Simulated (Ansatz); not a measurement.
**Si2Mo: the crystal squeezed far**

An exercise on one series of results from a longer session: the logs are not shown, and one member is left open.

Computed with Ansatz 0.2.0 (DFT, PBE, PAW with Ansatz's default frozen-core files, scalar-relativistic, unless a step's input says otherwise).

1 further run of the same task is left out (set aside as unsound or not needed).

### The structure to begin with

It takes space group Fm-3m (No. 225, cubic). Conventional cell: a = 5.832 Å, b = 5.832 Å, c = 5.832 Å, α = 90.00°, β = 90.00°, γ = 90.00°. Mo (site symmetry m-3m) is surrounded by 8 Si at 2.53 Å. Around Si (site symmetry -43m) lie 4 Mo at 2.53 Å.

As a file:

```cif
data_structure
_symmetry_space_group_name_H-M 'Fm-3m'
_symmetry_Int_Tables_number 225
_cell_length_a 5.8320
_cell_length_b 5.8320
_cell_length_c 5.8320
_cell_angle_alpha 90.000
_cell_angle_beta 90.000
_cell_angle_gamma 90.000
_cell_volume 198.36
loop_
_atom_site_label
_atom_site_type_symbol
_atom_site_symmetry_multiplicity
_atom_site_Wyckoff_symbol
_atom_site_fract_x
_atom_site_fract_y
_atom_site_fract_z
_atom_site_occupancy
Mo1 Mo 4 a 0.00000 0.00000 0.00000 1
Si1 Si 8 c 0.25000 0.75000 0.75000 1
```

The file gives the conventional cell by its symmetry; the runs use the cell typed in the input.

Whether this phase is the stable one at these pressures isn't tested.

Atoms are numbered in the order of the input: Mo1, Si2, Si3.

The first run:

input.yaml

```yaml
crystal:
  lattice:
    - [0.0, 2.9159886164, 2.9159886164]
    - [2.9159886164, 0.0, 2.9159886164]
    - [2.9159886164, 2.9159886164, 0.0]
  atoms:
    - { symbol: Mo, position: [0.0, 0.0, 0.0] }
    - { symbol: Si, position: [0.25, 0.25, 0.25] }
    - { symbol: Si, position: [0.75, 0.75, 0.75] }
kpoints:
  mp_grid: { grid: [10, 10, 10] }
scf:
  occupations: { method: fermi_dirac, width: 0.05 }
hamiltonian:
  xc: pbe
  pseudopotentials: { kind: paw }
output:
  forces: true
  stress: true
relax:
  f_tol: 0.005
  max_steps: 40
  cell: {}
```

Launch:

```bash
$ ansatz run input.yaml --threads 1 --pin off --max-ram 3072MiB --backend cpu --events-out ev --progress --plain --runs-dir out
```

Steps of the session up to this table: Cell relaxed at zero pressure, PAW; Volume scaled by 1, PAW; Volume scaled by 0.94, PAW; Volume scaled by 0.88, PAW; Volume scaled by 0.8, PAW; Volume scaled by 0.72, PAW; Volume scaled by 0.62, PAW.

One table of the session follows, with a row left open; its other results are not shown here.

| method | volume over the first | volume (Å³/atom) | pressure (GPa) |
| --- | --- | --- | --- |
| PAW | 1 | 16.728 | 0.00 |
| PAW | 0.94 | 15.724 | 9.52 |
| PAW | 0.88 | ? | ? |
| PAW | 0.8 | 13.382 | 46.33 |
| PAW | 0.72 | 12.044 | 84.27 |
| PAW | 0.62 | 10.371 | 165.55 |

**Question.** Estimate the row for PAW, 0.88.

**Answer.** volume (Å³/atom): 14.720; pressure (GPa): 21.69. In the column «volume (Å³/atom)» it lies between PAW, 0.8 (13.382) and PAW, 0.94 (15.724).
